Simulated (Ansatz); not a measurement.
**Zone-centre phonons of NbN: input and output**

All numbers below come from DFT PBE, scalar-relativistic, plane waves, PAW in Ansatz.

Launched with:
```bash
ansatz run input.yaml --threads 1 --pin off --max-ram 3072MiB --backend cpu --events-out ev --progress --plain --runs-dir out
```

Input (bare energies are in eV):
```yaml
crystal:
  lattice:
    - [0.0, 2.2115825072, 2.2115825072]
    - [2.2115825072, 0.0, 2.2115825072]
    - [2.2115825072, 2.2115825072, 0.0]
  atoms:
    - { symbol: Nb, position: [0.5, 0.5, 0.5] }
    - { symbol: "N", position: [0.0, 0.0, 0.0] }
basis:
  ecutwfc: 420
kpoints:
  mp_grid: { grid: [16, 16, 16] }
hamiltonian:
  xc: pbe
scf:
  occupations: { method: fermi_dirac, width: 0.15 }
output:
  eigenvalues: true
phonons:
  method: dfpt
  eigenvectors: true
```

Results section of the output:
```
--- Phonons (Γ-DFPT): 2 representative perturbations + reference, on 349 of 4096 k-points (Σ response iterations 6) ---
  k mesh reduced under 8 symmetry operations, with k and −k counted as one. Each operation leaves every solved perturbation unchanged. A smaller set is not used because it would not reduce the number of displacements ...
  ASR residual: 9.895e-4 → 0.000e0 eV/Å²; symmetrization residual: 2.146e-6 eV/Å²
  ASR residual per site (eV/Å²): 9.89e-4 1.43e-4
  Γ frequencies (cm⁻¹): 0.00 0.00 0.00 375.92 375.92 375.92
  non-analytic LO–TO correction: not included (Born effective charges unavailable; polar crystals: no LO–TO splitting at Γ)
```

The run took 15 s on 1 thread of AMD EPYC 9R45 96-Core Processor (Zen 5) (shared host), peak memory 0.68 GiB.

In a metal, frequencies and elastic constants depend on the k mesh and the smearing, soft modes and shear constants most.